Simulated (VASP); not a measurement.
Method: r2SCAN meta-GGA, VASP's PBE PAW potentials (set 64) (plane waves; VASP).

Input for VASP

**POSCAR**
```
SrF2
1
   -0.0000000000     2.8977269572     2.8977269572
    2.8977269572    -0.0000000000     2.8977269572
    2.8977269572     2.8977269572     0.0000000000
Sr F
1 2
Direct
  0.0000000000   0.0000000000   0.0000000000
  0.2500000000   0.2500000000   0.2500000000
  0.7500000000   0.7500000000   0.7500000000
```

### INCAR
```
ALGO = Normal
EDIFF = 1E-7
ENCUT = 520
ISIF = 2
ISMEAR = -5
LASPH = T
LCHARG = F
LEFG = T
LMAXMIX = 4
LMIXTAU = T
LORBIT = 11
LREAL = F
LWAVE = F
METAGGA = R2SCAN
NEDOS = 601
NELM = 100
PREC = Accurate
SYSTEM = SrF2
```

File KPOINTS_OPT:
```
k-points along high-symmetry lines
10
Line-mode
Reciprocal
  0.000000   0.000000   0.000000 ! GAMMA
  0.500000   0.000000   0.500000 ! X

  0.500000   0.000000   0.500000 ! X
  0.625000   0.250000   0.625000 ! U

  0.375000   0.375000   0.750000 ! K
  0.000000   0.000000   0.000000 ! GAMMA

  0.000000   0.000000   0.000000 ! GAMMA
  0.500000   0.500000   0.500000 ! L

  0.500000   0.500000   0.500000 ! L
  0.500000   0.250000   0.750000 ! W

  0.500000   0.250000   0.750000 ! W
  0.500000   0.000000   0.500000 ! X
```

**KPOINTS**
```
Automatic
0
G
 7 7 7
0 0 0
```

POTCAR, in this order: Sr_sv F (PBE.64 set). Program: vasp_std.

Output

**OSZICAR**
```
       N       E                     dE             d eps       ncg     rms          rms(c)
DAV:   1     0.128389773727E+03    0.12839E+03   -0.14405E+04   640   0.149E+03
DAV:   2    -0.374839060444E+02   -0.16587E+03   -0.16446E+03   816   0.330E+02
DAV:   3    -0.432523625336E+02   -0.57685E+01   -0.57580E+01   912   0.632E+01
DAV:   4    -0.434761767012E+02   -0.22381E+00   -0.22378E+00   912   0.875E+00
DAV:   5    -0.434797124894E+02   -0.35358E-02   -0.35358E-02   816   0.108E+00    0.145E+01
DAV:   6    -0.345005575252E+02    0.89792E+01   -0.35989E+00   888   0.139E+01    0.110E+01
DAV:   7    -0.342278868454E+02    0.27267E+00   -0.15784E+00   648   0.135E+01    0.472E+00
DAV:   8    -0.375021208552E+02   -0.32742E+01   -0.11659E+00   688   0.128E+01    0.167E+00
DAV:   9    -0.332990162660E+02    0.42031E+01   -0.51620E-01   640   0.886E+00    0.575E-01
DAV:  10    -0.341265107663E+02   -0.82749E+00   -0.41939E-01   640   0.681E+00    0.524E-01
DAV:  11    -0.339799069431E+02    0.14660E+00   -0.90552E-02   656   0.377E+00    0.313E-01
DAV:  12    -0.339216636983E+02    0.58243E-01   -0.23587E-02   640   0.175E+00    0.203E-01
DAV:  13    -0.340131119009E+02   -0.91448E-01   -0.62082E-02   640   0.282E+00    0.139E-01
DAV:  14    -0.340132222520E+02   -0.11035E-03   -0.68064E-04  1072   0.292E-01    0.132E-01
DAV:  15    -0.340158306657E+02   -0.26084E-02   -0.12383E-03   648   0.380E-01    0.397E-02
DAV:  16    -0.340155260438E+02    0.30462E-03   -0.18764E-04   768   0.136E-01    0.408E-02
DAV:  17    -0.340160741500E+02   -0.54811E-03   -0.14890E-04   640   0.153E-01    0.636E-02
DAV:  18    -0.340160832237E+02   -0.90737E-05   -0.33683E-05   752   0.501E-02    0.417E-02
DAV:  19    -0.340160935990E+02   -0.10375E-04   -0.25653E-06   656   0.212E-02    0.326E-02
DAV:  20    -0.340160937125E+02   -0.11354E-06   -0.20988E-07   744   0.470E-03    0.283E-02
DAV:  21    -0.340160936852E+02    0.27284E-07   -0.96582E-07   680   0.941E-03
   1 F= -.34016094E+02 E0= -.34016094E+02  d E =0.000000E+00
       N       E                     dE             ncg
       N       E                     dE             ncg
       N       E                     dE             ncg
```

**OUTCAR**
```
------------------------ aborting loop because EDIFF is reached ----------------------------------------
  FORCE on cell =-STRESS in cart. coord.  units (eV):
  Direction    XX          YY          ZZ          XY          YZ          ZX
  --------------------------------------------------------------------------------------
  Total        0.0219707      0.0219707      0.0219707      0.0000000     -0.0000000      0.0000000
  in kB        0.7233547      0.7233547      0.7233547      0.0000000     -0.0000000      0.0000000
  external PRESSURE =       0.7233547 kB  Pullay stress =       0.0000000 kB
  volume of cell :       48.66
      direct lattice vectors                 reciprocal lattice vectors
     0.000000000  2.897726957  2.897726957    -0.172549038  0.172549038  0.172549038
     2.897726957  0.000000000  2.897726957     0.172549038 -0.172549038  0.172549038
     2.897726957  2.897726957  0.000000000     0.172549038  0.172549038 -0.172549038
 POSITION                                       TOTAL-FORCE (eV/Angst)
 -----------------------------------------------------------------------------------
      0.00000      0.00000      0.00000        -0.000000     -0.000000     -0.000000
      1.44886      1.44886      1.44886        -0.000000     -0.000000     -0.000000
      4.34659      4.34659      4.34659         0.000000      0.000000      0.000000
 -----------------------------------------------------------------------------------
    total drift:                                0.000000     -0.000000      0.000000
  FREE ENERGIE OF THE ION-ELECTRON SYSTEM (eV)
  ---------------------------------------------------
  free  energy   TOTEN  =       -34.0160936852 eV

  energy  without entropy=      -34.0160936852  energy(sigma->0) =      -34.01609369

 total charge

# of ion       s       p       d       tot
------------------------------------------
    1        1.998   5.895   0.165   8.057
    2        1.737   4.406   0.000   6.143
    3        1.737   4.406   0.000   6.143
--------------------------------------------------
tot          5.471  14.707   0.165  20.343
```
(Selected blocks of OUTCAR.)

The compound is SrF2 in the fluorite structure. It was relaxed first.
